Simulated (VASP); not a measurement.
Runs of VASP 6.6.1 on TePb. The structure is cubic, space group Fm-3m (No. 225). The conventional cell has a = 6.462 Å, b = 6.462 Å, c = 6.462 Å, α = 90.00°, β = 90.00°, γ = 90.00°. Around Te (site symmetry m-3m) lie 6 Pb at 3.23 Å. Pb (site symmetry m-3m) has 6 Te at 3.23 Å as nearest neighbours. 

```tsv
task	level	cell	target pressure	gap on the mesh (eV)	pressure (GPa)
relaxation of cell and atoms	PBEsol	relaxed to 5.02 GPa	5.02 GPa	(c)	5.0
relaxation of the atoms	PBE	atoms relaxed from: a relaxed cell with its volume scaled by 0.96	-	0.75	1.7
relaxation of the atoms	PBE	atoms relaxed from: a relaxed cell with its volume scaled by 0.98	-	0.79	0.8
relaxation of the atoms	PBE	atoms relaxed from: a relaxed cell with its volume scaled by 1.04	-	0.90	-1.4
relaxation of the atoms	PBE	atoms relaxed from: a relaxed cell with its volume scaled by 1.06	-	(a)	-2.0
relaxation of cell and atoms	PBE	relaxed	-	0.83	0.0
relaxation of the atoms	PBE	atoms relaxed from: a relaxed cell with its volume scaled by 1.02	-	0.87	-0.7
relaxation of the atoms	PBE	atoms relaxed	-	0.83	0.0
relaxation of cell and atoms	PBEsol	relaxed to 0.85 GPa	0.85 GPa	(b)	0.8
relaxation of the atoms	PBE	atoms relaxed from: a relaxed cell with its volume scaled by 0.94	-	0.71	2.8
```

Alike in all rows: potentials or basis VASP PAW PBE potentials, release 64 (Te, Pb_d); no spin polarisation; k mesh 8 × 8 × 8; cutoff (eV) 600; smearing gaussian 0.03 eV.

Fill in the values left out.

(a) 0.92; (b) 0.61; (c) 0.43.

Caveats: spin-orbit coupling is left out, which as a rule narrows the gap of such compounds by several tenths of an eV; the relaxation stopped at its first step, so nothing moved (some runs); the cell is relaxed towards a set pressure, so the enthalpy falls and the energy may rise (some runs); the PAW data sets were made with another functional, which shifts forces and pressure a little (some runs).

A k mesh can miss the band edges, and the runs leave out spin-orbit coupling on Pb, Te.
